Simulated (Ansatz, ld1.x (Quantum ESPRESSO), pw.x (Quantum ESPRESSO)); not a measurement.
Si: does the TM potential hold in the solid?

ld1.x (Quantum ESPRESSO) 7.5 input, shortened:

```
&input
   title='Si', zed=14., rel=1, dft='PBESOL', iswitch=3,
   config='[Ne] 3s2 3p2 3d-2'
 /
 &inputp
   pseudotype=2, tm=.true., lloc=2,
   nlcc=.false.
 /
3
3S  1  0   2.00   0.00  1.50  1.50  0.0
3P  2  1   2.00   0.00  2.25  2.25  0.0
3D  3  2  -2.00  -0.10  2.40  2.40  0.0
 &test
   configts(1)='3s2 3p2'
 /
```

Atomic tests: cutoffs needed: 15 Ry and 40 Ry (the cutoffs (Ry, on a coarse ladder) from which the occupation-weighted sum of valence levels, in a spherical-Bessel basis at the reference potential, stays within 10 and 1 mRy of its value at 400 Ry); ghost test: no extra level below or beside the all-electron valence levels (s, p, d, f tested) (spherical-Bessel basis up to 400 Ry, 20 bohr box); largest excitation error: +96 meV (all-electron minus pseudo) for 3s1 3p0, out of 7 test configurations.

Crystal test: fcc Si in pw.x 7.5, no spin, 15³ k-points, Fermi–Dirac smearing 0.01 Ry, cutoffs 50/200 Ry. The reference is all-electron LAPW (Ansatz 0.2.0) with the same functional, mesh and smearing; V0 and B0 come from Birch–Murnaghan fits to the pressures at five volumes. Errors are pseudo minus all-electron; Δ is the rms difference of the E(V) curves that follow from these fits, minima aligned, over ±6 % about the mean V0. Mesh and smearing are coarse, so the numbers serve the comparison and aren't converged zero-temperature values; the lattice is a test structure that the element need not adopt.

All-electron: a0 = 3.832 Å (V0 = 14.07 Å³/atom), B0 = 91.1 GPa.

How far does the potential miss the all-electron equation of state?

mean pressure error (GPa): +0.03; a0 (Å): 3.832; a0 error (%): +0.01; B0 error (%): -0.7; Δ (meV/atom): 0.1.

```tsv
V (Å³/atom)	P all-electron (GPa)	P pseudo (GPa)
13.301	5.73	5.73
13.651	2.91	2.92
14.001	0.43	0.46
14.351	-1.75	-1.70
14.701	-3.67	-3.62
```

At the middle volume, how do free energy and pressure move when the wave cutoff is lowered (ecutrho kept at four times it)?

```tsv
cutoff (Ry)	shift of F (meV/atom)	shift of P (GPa)
22	+73.9	-0.79
30	+31.3	-1.30
40	+2.1	-0.27
```

Input at the middle volume:

```
&control
  calculation='scf', prefix='x', pseudo_dir='./', outdir='./tmp', tstress=.true., disk_io='none'
/
&system
  ibrav=0, nat=1, ntyp=1, ecutwfc=50, ecutrho=200, nbnd=9,
  occupations='smearing', smearing='fd', degauss=0.01
/
&electrons
  conv_thr=1e-09, mixing_beta=0.4, electron_maxstep=70
/
ATOMIC_SPECIES
Si 1.0 Si.UPF
CELL_PARAMETERS angstrom
  0.00000000 1.91297673 1.91297673
  1.91297673 0.00000000 1.91297673
  1.91297673 1.91297673 0.00000000
ATOMIC_POSITIONS crystal
Si 0.0000 0.0000 0.0000
K_POINTS automatic
15 15 15 0 0 0
```

```bash
pw.x < Si.scf.in > Si.scf.out
```

Lines of the output:

```
Message from routine setup:
     using ibrav=0 with symmetry is DISCOURAGED, use correct ibrav instead
     lattice parameter (alat)  =       5.1124  a.u.
     unit-cell volume          =      94.4834 (a.u.)^3
     number of electrons       =         4.00
     number of Kohn-Sham states=            9
     kinetic-energy cutoff     =      50.0000  Ry
     charge density cutoff     =     200.0000  Ry
     scf convergence threshold =      1.0E-09
     Exchange-correlation= PBESOL
     number of k points=   120  Fermi-Dirac smearing, width (Ry)=  0.0100
     iteration #  1     ecut=    50.00 Ry     beta= 0.40
     total energy              =      -7.86231014 Ry
     estimated scf accuracy    <       0.00412367 Ry
     iteration #  2     ecut=    50.00 Ry     beta= 0.40
     total energy              =      -7.86199729 Ry
     estimated scf accuracy    <       0.00127288 Ry
     iteration #  3     ecut=    50.00 Ry     beta= 0.40
     total energy              =      -7.86204630 Ry
     estimated scf accuracy    <       0.00000273 Ry
     iteration #  4     ecut=    50.00 Ry     beta= 0.40
     total energy              =      -7.86204815 Ry
     estimated scf accuracy    <       0.00000009 Ry
     iteration #  5     ecut=    50.00 Ry     beta= 0.40
     total energy              =      -7.86204823 Ry
     estimated scf accuracy    <       0.00000003 Ry
     iteration #  6     ecut=    50.00 Ry     beta= 0.40
     the Fermi energy is    11.1298 ev
!    total energy              =      -7.86204824 Ry
     estimated scf accuracy    <          2.1E-10 Ry
     smearing contrib. (-TS)   =      -0.00197185 Ry
     The total energy is F=E-TS. E is the sum of the following terms:
     one-electron contribution =       4.71942637 Ry
     hartree contribution      =       0.02712781 Ry
     xc contribution           =      -2.46033029 Ry
     ewald contribution        =     -10.14630027 Ry
     convergence has been achieved in   6 iterations
          total   stress  (Ry/bohr**3)                   (kbar)     P=        4.63
     Message from routine punch:
     Nothing written, as per user request (disk_io='none')
```

The run at the middle volume (120 k-points, 6 iterations) took about 4.9 s on one core of a shared host (Neoverse-V2, 48 threads, 185 GiB, load 26).
